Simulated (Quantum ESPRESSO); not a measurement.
**MoS2: equation of state with PBEsol**

Crystal: MoS2.

```
Mo S
1.0
     1.58550    0.91539    6.11500
    -1.58550    0.91539    6.11500
     0.00000   -1.83078    6.11500
Mo S
1 2
Direct
  0.00000 0.00000 0.00000
  0.25000 0.25000 0.25000
  0.75000 0.75000 0.75000
```

Measurements of this composition are mostly on another form, of space group No. 194.

```yaml
Program: Quantum ESPRESSO 7.5
Task: equation of state
Functional: PBEsol
Potentials_or_basis: GBRV 1.5 PBEsol
Cutoff: 612 eV
Density_cutoff: 4898 eV
k_mesh: 10 × 10 × 10
Occupations: fermi-dirac, width 0.05 eV
Spin: no spin polarisation
Mixing_beta: 0.5
Most_SCF_iterations: 120
SCF_threshold: 6e-10 Ry
```

* Equilibrium volume: 18.07 Å³/atom
* Bulk modulus at fixed shape and positions: 145 GPa
* Pressure derivative of the bulk modulus: 4.3

Energy against volume, from the lowest point:
| volume (Å³/atom) | energy (meV/atom) |
| --- | --- |
| 16.685 | 55.22 |
| 17.040 | 29.36 |
| 17.395 | 12.10 |
| 17.750 | 2.57 |
| 18.105 | 0.00 |
| 18.460 | 3.70 |
| 18.815 | 13.03 |

All runs of the series together: 15 min on 2 threads of Arm Neoverse V2 (shared host).

Caveat: the cell was scaled at fixed shape and fractional positions, which overstates the stiffness of a crystal with free parameters, most of all of layers and chains.
